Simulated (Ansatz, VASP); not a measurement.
# Pb in VASP and in Ansatz

INCAR

```
SYSTEM = Pb
  PREC = Accurate
  ENCUT = 520
  EDIFF = 1E-7
  ISMEAR = -1
  SIGMA = 0.1
  LREAL = .FALSE.
  LASPH = .TRUE.
  NELM = 100
  ALGO = Normal
  ISIF = 2
  LWAVE = .FALSE.
  LCHARG = .FALSE.
  GGA = PE
  NBANDS = 13
```

KPOINTS

```
Automatic mesh
0
G
  7 7 7
  0 0 0
```

Contents of POSCAR:

```
Pb
1.0
    0.0000000000      2.5175937382      2.5175937382
    2.5175937382      0.0000000000      2.5175937382
    2.5175937382      2.5175937382      0.0000000000
Pb
1
Direct
    0.0000000000      0.0000000000      0.0000000000
```

Input for Ansatz:

```yaml
crystal:
  lattice:
    - [0.0, 2.5175937382, 2.5175937382]
    - [2.5175937382, 0.0, 2.5175937382]
    - [2.5175937382, 2.5175937382, 0.0]
  atoms:
    - { symbol: Pb, position: [0.0, 0.0, 0.0] }
hamiltonian:
  xc: pbe
  pseudopotentials:
    kind: paw
    azcp:
      Pb: "pseudopotentials/Pb.paw.azcp"
basis:
  ecutwfc: 420
  fft_grid_basis: typed
kpoints:
  mp_grid: { grid: [7, 7, 7], shift: [0, 0, 0] }
magnetization:
  spin_polarized: false
scf:
  occupations: { method: fermi_dirac, width: 0.1 }
  lower_state_search: "off"
output:
  stress: true
```

Alike in both runs: task single point; functional PBE; k mesh 7 × 7 × 7; occupations fermi-dirac, width 0.1 eV; no spin polarisation.

|  | VASP | Ansatz |
| --- | --- | --- |
| version | VASP 6.6.1 | Ansatz 0.2.0 |
| potentials or method | VASP PAW PBE potentials, release 64 (Pb_d) | plane waves (420 eV) with PAW, scalar-relativistic |
| plane-wave cutoff (eV) | 520 | 420 |
| valence electrons in the cell | 14 | 14 |

|  | VASP | Ansatz | Ansatz less VASP |
| --- | --- | --- | --- |
| pressure (GPa) | 0.4 | 0.4 | +0.06 |

Spin-orbit coupling is left out, which matters for the levels of Pb.
